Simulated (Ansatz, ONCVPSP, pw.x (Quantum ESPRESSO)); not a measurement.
## pw.x on diamond H: one setting changed

Potential: optimised norm-conserving Vanderbilt (ONCV), ONCVPSP 4.0.1.1 (patched build), PBE; core none, reference 1s1; waves: 1s: rc 1.40 bohr, ncon 4, nbas 9, qcut 6 1/bohr, 3 projectors, debl 1.4 Ha; p scattering state at 0.37 Ha: rc 1.10 bohr, ncon 5, nbas 8, qcut 8.8 1/bohr, 2 projectors, debl 2.7 Ha; local part: polynomial inside 0.95 bohr (lpopt 5, dvloc0 1 Ha); core correction: none.

The reference run (k-mesh 15³, cutoffs 40/160 Ry, Fermi–Dirac 0.01 Ry, mixing_beta 0.4, conv_thr 1e-9, no spin) gives -0.63 GPa at 3.427 Å³/atom, where all-electron LAPW gives -0.21 GPa. This run, with its own iteration cap, changes mixing_ndim to 2.

```
&control
  calculation='scf', prefix='x', pseudo_dir='./', outdir='./tmp', tstress=.true., disk_io='none'
/
&system
  ibrav=0, nat=2, ntyp=1, ecutwfc=40, ecutrho=160, nbnd=8,
  occupations='smearing', smearing='fd', degauss=0.01
/
&electrons
  conv_thr=1e-09, mixing_beta=0.4, electron_maxstep=60, mixing_ndim=2
/
ATOMIC_SPECIES
H 1.0 H.UPF
CELL_PARAMETERS angstrom
  0.00000000 1.50766447 1.50766447
  1.50766447 0.00000000 1.50766447
  1.50766447 1.50766447 0.00000000
ATOMIC_POSITIONS crystal
H 0.0000 0.0000 0.0000
H 0.2500 0.2500 0.2500
K_POINTS automatic
15 15 15 0 0 0
```

```bash
pw.x < H.scf.in > H.scf.out
```

Problem. How does the run end?

Solution. It converges in 6 iterations; the free energy moves by +0.0 meV/atom and the pressure by +0.00 GPa. The result is that of the reference run.

```
Message from routine setup:
     using ibrav=0 with symmetry is DISCOURAGED, use correct ibrav instead
     lattice parameter (alat)  =       4.0292  a.u.
     unit-cell volume          =      46.2531 (a.u.)^3
     number of electrons       =         2.00
     number of Kohn-Sham states=            8
     kinetic-energy cutoff     =      40.0000  Ry
     charge density cutoff     =     160.0000  Ry
     scf convergence threshold =      1.0E-09
     Exchange-correlation= PBE
     number of k points=   120  Fermi-Dirac smearing, width (Ry)=  0.0100
     iteration #  1     ecut=    40.00 Ry     beta= 0.40
     total energy              =      -2.21500624 Ry
     estimated scf accuracy    <       0.00501677 Ry
     iteration #  2     ecut=    40.00 Ry     beta= 0.40
     total energy              =      -2.21538096 Ry
     estimated scf accuracy    <       0.00181072 Ry
     iteration #  3     ecut=    40.00 Ry     beta= 0.40
     total energy              =      -2.21541203 Ry
     estimated scf accuracy    <       0.00000136 Ry
     iteration #  4     ecut=    40.00 Ry     beta= 0.40
     total energy              =      -2.21541479 Ry
     estimated scf accuracy    <       0.00000339 Ry
     iteration #  5     ecut=    40.00 Ry     beta= 0.40
     total energy              =      -2.21541496 Ry
     estimated scf accuracy    <          1.2E-09 Ry
     iteration #  6     ecut=    40.00 Ry     beta= 0.40
     the Fermi energy is     2.5743 ev
!    total energy              =      -2.21541496 Ry
     estimated scf accuracy    <          3.9E-11 Ry
     smearing contrib. (-TS)   =      -0.00031808 Ry
     The total energy is F=E-TS. E is the sum of the following terms:
     one-electron contribution =       0.89486146 Ry
     hartree contribution      =       0.12283243 Ry
     xc contribution           =      -1.34207115 Ry
     ewald contribution        =      -1.89071962 Ry
     convergence has been achieved in   6 iterations
          total   stress  (Ry/bohr**3)                   (kbar)     P=       -6.26
     Message from routine punch:
     Nothing written, as per user request (disk_io='none')
```

The run took about 2 s on one core of a shared host (Intel(R) Xeon(R) 6975P-C, 192 threads, 1512 GiB, load 58).
